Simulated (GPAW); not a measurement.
Crystal: PtSe2 (Sudovikovite).

```
CELL_PARAMETERS angstrom
3.72400 0.00000 0.00000
-1.86200 3.22508 0.00000
0.00000 0.00000 5.06200
ATOMIC_POSITIONS crystal
Pt 0.00000 0.00000 0.00000
Se 0.66667 0.33333 0.75000
Se 0.33333 0.66667 0.25000
```

| Quantity | Value |
| --- | --- |
| Program | GPAW 26.7.0 |
| Task | relaxation of cell and atoms |
| Functional | PBE |
| Dispersion | D4 |
| Potentials or basis | GPAW PAW data sets (gpaw-data 1.2.1) |
| Cutoff | 600 eV |
| Basis | pw |
| k mesh | 6 × 6 × 4 |
| Occupations | fermi-dirac, width 0.05 eV |
| Spin | no spin polarisation |

At the start: pressure 3.7 GPa; volume 20.27 Å³/atom.

Where does the relaxation end?

Over 13 steps the energy falls by 18.9 meV/atom and the volume is 19.84 Å³/atom (-2.1 %); space group P-3m1 (No. 164, to 0.05 Å).

The path:
```
step  energy change (eV)  largest force (eV/Å)  pressure (GPa)  volume (Å³)
   1              0.0000                0.6475            3.69        60.80
   2             -0.0181                0.4558            2.14        61.20
   3             -0.0335                0.1051           -0.61        61.92
   4             -0.0345                0.0708           -0.83        61.91
   5             -0.0404                0.0726           -1.49        61.55
   6             -0.0463                0.1850           -1.52        60.79
   7             -0.0508                0.1938           -0.79        59.97
   8             -0.0533                0.0972            0.16        59.50
   9             -0.0540                0.0368            0.47        59.45
  10             -0.0547                0.0068            0.60        59.43
  11             -0.0559                0.0457            0.53        59.45
  12             -0.0564                0.0333            0.24        59.50
  13             -0.0566                0.0086            0.04        59.53
```

Final structure:
```xyz
3
Lattice="3.7694 0.0000 0.0000 -1.8847 3.2644 0.0000 0.0000 0.0000 4.8381" Properties=species:S:1:pos:R:3 pbc="T T T"
Pt    0.0000    0.0000    0.0000
Se    1.8847    1.0881    3.5528
Se    0.0000    2.1763    1.2853
```

Caveat: later steps reuse the first step's grids; pairwise dispersion overbinds metals, which lowers pressure and volume.
